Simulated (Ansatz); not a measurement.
Zincblende KI, relaxed with r2SCAN in the PAW code Ansatz. Space group F-43m (No. 216), cubic; a = 7.932 Å in the conventional setting, 62.38 Å³ an atom. K is surrounded by 4 I at 3.43 Å; I is surrounded by 4 K at 3.43 Å.

The axes x, y and z are those of this cell:
```yaml
crystal:
  lattice:
    - [0.00000, 3.96589, 3.96589]
    - [3.96589, 0.00000, 3.96589]
    - [3.96589, 3.96589, 0.00000]
  atoms:
    - { symbol: K, position: [0.00000, 0.00000, 0.00000] }
    - { symbol: I, position: [0.25000, 0.25000, 0.25000] }
```

Unstrained: PBE gives an indirect gap of 3.931 eV, from Γ–K (0.39 of the way from Γ) to Γ; the least direct gap is 3.934 eV at Γ. Least and direct gap differ so little that the kind isn't settled. With r2SCAN the valence top lies at Γ–K (0.39 of the way from Γ) and the conduction bottom at Γ, 4.472 eV higher; the smallest vertical gap, at Γ, is 4.476 eV. Least and direct gap differ so little that the kind isn't settled. With HSE06 the valence top lies at Γ–K (0.39 of the way from Γ) and the conduction bottom at Γ, 4.880 eV higher; the smallest vertical gap, at Γ, is 4.882 eV. Least and direct gap differ so little that the kind isn't settled. Meshes: PBE 6×6×6, r2SCAN 6×6×6, HSE06 4×4×4. Strains are changes of length per length, and xy shears are angles. After each strain the atoms were relaxed again with r2SCAN within the symmetry that the strain leaves, so tilts or polar shifts that break it weren't tested; points keep the names that they have in the unstrained zone. The calculation is spin-unpolarised, and the structure need not be a phase that has been made.

Task: Estimate what biaxial -2.11 % in x and y, z held does to the gap.

Result: PBE: the gap goes from 3.931 to 3.989 eV (+0.058 eV); the edges go from Γ–K (0.39) → Γ to Γ–K (0.50) → Γ. r2SCAN: the gap goes from 4.472 to 4.520 eV (+0.048 eV); the edges go from Γ–K (0.39) → Γ to Γ–K (0.50) → Γ. HSE06: the gap goes from 4.880 to 4.943 eV (+0.063 eV); the edges go from Γ–K (0.39) → Γ to Γ–K (0.50) → Γ. The r2SCAN energy rises by 2.9 meV an atom.

Task: Apply xy shear, engineering strain (angle) -2.95 %. How far does the gap move, against the unstrained cell?

Result: PBE: the gap goes from 3.931 to 3.906 eV (-0.025 eV); the edges go from Γ–K (0.39) → Γ to Γ–K (0.33) → Γ. r2SCAN: the gap goes from 4.472 to 4.447 eV (-0.025 eV); the edges go from Γ–K (0.39) → Γ to Γ–K (0.33) → Γ. The r2SCAN energy rises by 0.2 meV an atom.

No spin-orbit coupling is included; it can move band edges with weight on the heavy atoms by tenths of an eV.

Where an edge lies off the special points, it is a point of the mesh or the k point where a search put PBE's edge or least direct gap, reused for the other functionals, whose own edges may lie a little apart.

The meshes of the hybrids are coarse, so their gaps aren't converged to the digits shown.
